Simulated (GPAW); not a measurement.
Set up this calculation in GPAW 26.7.0, as an ASE script.

- Task: relaxation of cell and atoms
- Functional: PBEsol
- Dispersion: D4
- Potentials or basis: PAW data sets generated in the run's folder for this functional
- Cutoff: 800 eV
- Basis: pw
- k mesh: 6 × 6 × 3
- Occupations: fermi-dirac, width 0.05 eV
- Spin: no spin polarisation
- Maxiter: 150
- Optimizer: FIRE
- Fmax: 0.01 eV/Å
- Max steps: 40

The structure of ZnO (zincite) lies in ZnO.cif:

```cif
data_ZnO
_cell_length_a 3.24930800
_cell_length_b 3.24930800
_cell_length_c 5.20570900
_cell_angle_alpha 90.00000000
_cell_angle_beta 90.00000000
_cell_angle_gamma 120.00000000
_space_group_name_H-M_alt 'P1'
_space_group_name_Hall 'P 1'
_space_group_IT_number 1
loop_
_space_group_symop_operation_xyz
'x,y,z'
loop_
_atom_site_label
_atom_site_type_symbol
_atom_site_symmetry_multiplicity
_atom_site_Wyckoff_symbol
_atom_site_fract_x
_atom_site_fract_y
_atom_site_fract_z
_atom_site_occupancy
Zn1 Zn 1 a 0.6666666667 0.3333333333 0.0000000000 1
Zn2 Zn 1 a 0.3333333333 0.6666666667 0.5000000000 1
O1 O 1 a 0.3333333333 0.6666666667 0.8790100000 1
O2 O 1 a 0.6666666667 0.3333333333 0.3790100000 1
```

One way to write it, as run:

run.py

```python
from ase.calculators.mixing import SumCalculator
from ase.filters import FrechetCellFilter
from ase.io import read, write
from ase.optimize import FIRE
from dftd4.ase import DFTD4
from gpaw import GPAW, PW, setup_paths

setup_paths.insert(0, '.')

atoms = read('ZnO.cif')

calc = GPAW(mode=PW(800),
            xc='PBEsol',
            kpts={'size': (6, 6, 3), 'gamma': True},
            occupations={'name': 'fermi-dirac', 'width': 0.05},
            nbands=31,
            convergence={'density': 1e-05, 'energy': 1e-05},
            maxiter=150,
            txt='gpaw.txt')
atoms.calc = SumCalculator([calc, DFTD4(method='pbesol')])
opt = FIRE(FrechetCellFilter(atoms), trajectory='relax.traj', logfile='-')
done = opt.run(fmax=0.01, steps=40)
calc.write('gs.gpw')
write('result.traj', atoms)
print('Converged:', done)
print('Cell:', atoms.cell.cellpar().round(4))
print('Volume:', round(atoms.get_volume(), 4))
print(atoms.get_scaled_positions().round(5))
```

Potentials or basis: PAW data sets generated in the run's folder for this functional, pw.

Run with:

```console
$ gpaw-setup -f PBEsol O Zn
$ OMP_NUM_THREADS=1 python run.py
```

It gave:

* Relaxed volume: 11.61 Å³/atom
* Relaxed cell: a = 3.218 Å, b = 3.218 Å, c = 5.178 Å, α = 90.00°, β = 90.00°, γ = 120.00°
* Space group after relaxing (to 0.05 Å): P6_3mc (No. 186)
* Energy gained by relaxing: 3.3 meV/atom
* Ionic steps: 28
* Pressure after relaxing: 0.0 GPa
* Largest force after relaxing: 0.006 eV/Å
* Band gap on the k mesh: 0.72 eV, direct
* Dispersion energy per atom: -0.139 eV

Caveat: the k mesh is coarse; later steps reuse the first step's grids.

It took 5.8 min on 1 thread of AMD EPYC 9R45 96-Core Processor (Zen 5), with other jobs on the host, peak memory 0.39 GiB.
